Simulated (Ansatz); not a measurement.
## Replacing Li in LiF

Method: PBE, scalar-relativistic; spin polarisation where moments were expected; PAW, 420 eV, Gaussian smearing of 0.05 eV; code Ansatz.

LiF was relaxed to zero pressure in the COD cell structure.

Symmetry: Fm-3m, No. 225, cubic system. The conventional cell has a = 4.068 Å, b = 4.068 Å, c = 4.068 Å, α = 90.00°, β = 90.00°, γ = 90.00°. Around Li (site symmetry m-3m) lie 6 F at 2.03 Å. F (site symmetry m-3m) is surrounded by 6 Li at 2.03 Å. Neighbours are those within 15 % of a site's shortest distance, so a longer bond may be listed from one end only.

Results for LiF: a (Å) 4.068, V (Å³/atom) 8.42, shortest unlike bond (Å) 2.03, gap (eV) 8.83, B0 (GPa) 68, E_f (eV/atom) -2.95.

**Question.** All Li is replaced by Na and the cell relaxed again in the same space group. What comes out?

**Answer.** NaF: a (Å) 4.701, V (Å³/atom) 12.99, shortest unlike bond (Å) 2.35, gap (eV) 6.09, B0 (GPa) 45, E_f (eV/atom) -2.71.

The volume changes by +54.3 %, or +15.6 % in mean length, and the shortest unlike bond by 0.32 Å. The bulk modulus goes from 67.5 to 45.0 GPa, as V^−0.9: with like bonding the larger cell is the softer. The formation energy moves by 0.24 eV/atom, so LiF is the more strongly bound against its own elements.

Gaps are (generalised) Kohn–Sham gaps. E_f is the formation energy from the elements run alike, at 0 K, without zero-point energy or any correction for the binding of gas molecules; it is good to about 0.01 eV/atom as a calculation.

All runs used the PAW datasets of the set soft_2.
